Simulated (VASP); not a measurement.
A run of VASP 6.6.1:

The input INCAR:

```
SYSTEM = C
  ALGO = Normal
  EDIFF = 1E-6
  ENCUT = 520
  ISIF = 2
  ISMEAR = -1
  LASPH = .True.
  LCHARG = .False.
  LMIXTAU = .True.
  LREAL = .False.
  LWAVE = .False.
  METAGGA = R2SCAN
  NBANDS = 16
  NELM = 100
  PREC = Accurate
  SIGMA = 0.05
```

Contents of KPOINTS:

```
k-points
0
Gamma
  16 16 4
  0 0 0
```

Contents of POSCAR:

```
C
1.0
    2.4610000000      0.0000000000      0.0000000000
   -1.2305000000      2.1312885187      0.0000000000
    0.0000000000      0.0000000000      6.7080000000
C
4
Direct
    0.0000000000      0.0000000000      0.2500000000
    0.3333333333      0.6666666667      0.2500000000
    0.0000000000      0.0000000000      0.7500000000
    0.6666666667      0.3333333333      0.7500000000
```

Potentials or basis: VASP PAW PBE potentials, release 64 (C).

Launch:

```sh
$ cat potpaw_PBE.64/C/POTCAR > POTCAR
$ mpirun -np 1 vasp_std > vasp.out
```

Hardware: 1 thread of Intel(R) Xeon(R) Platinum 8488C (Sapphire Rapids), with other jobs on the host.

Estimate the wall time of this run.

It took 2.2 min on 1 thread of Intel(R) Xeon(R) Platinum 8488C (Sapphire Rapids), with other jobs on the host, peak memory 0.16 GiB. Counts: scf iterations 19, k points 90.
